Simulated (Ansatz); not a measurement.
CeO2 in the fluorite structure

Level of theory: DFT, PBE, scalar-relativistic, no spin polarisation; plane waves to 420 eV with PAW datasets (Ansatz 0.2.0), 12×12×12 k-mesh, Gaussian smearing of 0.05 eV. The datasets are Ansatz's generated set soft_2.

```xyz
3
Lattice="0.0000 2.7321 2.7321 2.7321 0.0000 2.7321 2.7321 2.7321 0.0000" Properties=species:S:1:pos:R:3 pbc="T T T"
Ce    0.0000    0.0000    0.0000
O     1.3661    1.3661    1.3661
O     4.0982    4.0982    4.0982
```

The start was a prototype's sites filled with these elements; the Crystallography Open Database holds the compound in this structure.

Elastic constants come from the stress of slightly strained cells with relaxed atoms, in GPa, Voigt order xx, yy, zz, yz, xz, xy in the Cartesian frame of the vectors above.

(1) Give the elastic tensor.

Answer:

(1) 
```
332  95  95   0   0   0
 95 332  95   0   0   0
 95  95 332   0   0   0
  0   0   0  49   0   0
  0   0   0   0  49   0
  0   0   0   0   0  49
```

Q: Is the crystal mechanically stable, and what are its polycrystalline moduli?

A: Stable against homogeneous strain: the smallest eigenvalue of the tensor is 49 GPa. Hill averages: K = 174 GPa, G = 70 GPa, E = 186 GPa, ν = 0.32.

For a cubic crystal three numbers say it all: C11 = 332.4, C12 = 94.6, C44 = 48.6 GPa. K = (C11 + 2C12)/3 = 173.9 GPa. The two shear moduli are C44 and C′ = (C11 − C12)/2 = 118.9 GPa, so Zener's ratio C44/C′ is 0.41: the crystal is stiffest along ⟨100⟩ and softest along ⟨111⟩. The Cauchy pressure C12 − C44 is 46 GPa; pair forces would make it zero if every atom sat on a centre of inversion, which isn't so here, so internal relaxation also enters.

The equation of state, an independent route, gives B0 = 174 GPa, against 174 GPa here.

Run time: 100 s on 2 threads of Arm Neoverse N1, with other jobs on the host, peak memory 0.52 GiB.

These numbers lack spin–orbit coupling.
